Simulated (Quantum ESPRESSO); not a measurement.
Runs of Quantum ESPRESSO 7.5 on AgCl (Chlorargyrite). It takes space group Fm-3m (No. 225, cubic). Conventional cell: a = 5.470 Å, b = 5.470 Å, c = 5.470 Å, α = 90.00°, β = 90.00°, γ = 90.00°. Ag (site symmetry m-3m) has 6 Cl at 2.73 Å as nearest neighbours. Cl (site symmetry m-3m) has 6 Ag at 2.73 Å as nearest neighbours. 

```tsv
task	level	potentials or basis	cell	k mesh	cutoff (eV)	form of the LDA correlation	mesh quality	gap on the mesh (eV)	pressure (GPa)
phonons	LDA	PseudoDojo 0.4.1 SR LDA standard	relaxed	4 × 4 × 4, shifted	1170	PW92	not flagged	-	0.0
dielectric tensor	PBEsol	PseudoDojo 0.4.1 SR PBEsol standard	as given	2 × 2 × 2	1116	-	coarse	(a)	6.0
phonons	WC	PseudoDojo 0.4.1 SR PBE standard	relaxed	4 × 4 × 4, shifted	1116	-	not flagged	-	0.0
dielectric tensor	PBEsol	PseudoDojo 0.4.1 SR PBEsol standard	as given	10 × 10 × 10	1116	-	not flagged	0.73	-0.8
dielectric tensor	PBEsol	PseudoDojo 0.4.1 SR PBEsol standard	as given	8 × 8 × 8	1116	-	not flagged	0.73	-0.8
dielectric tensor	PBEsol	PseudoDojo 0.4.1 SR PBEsol standard	as given	6 × 6 × 6	1116	-	not flagged	0.73	-0.7
phonons	BLYP	PseudoDojo 0.4.1 SR PBE standard	relaxed	4 × 4 × 4, shifted	1116	-	not flagged	-	0.5
```

Alike in all rows: no spin polarisation; smearing fermi-dirac 0.05 eV.

**Question.** Estimate the missing entries.

**Answer.** (a) 0.62.

Caveats: some runs use coarse meshes; on a mesh that holds Γ this program's dielectric tensor can be off by some percent beyond the error of the mesh (some runs); the potentials were made for another functional, which shifts forces and pressure (some runs); the cell is more than 3 GPa from zero pressure, which shifts response properties (some runs); before the sum rule the acoustic modes lie tens of cm⁻¹ from zero, a sign that the density grid also shifts the optical modes (some runs).

A k mesh can miss the band edges, and the runs leave out spin-orbit coupling on Ag.

Runs at the PBE level aren't shown here.
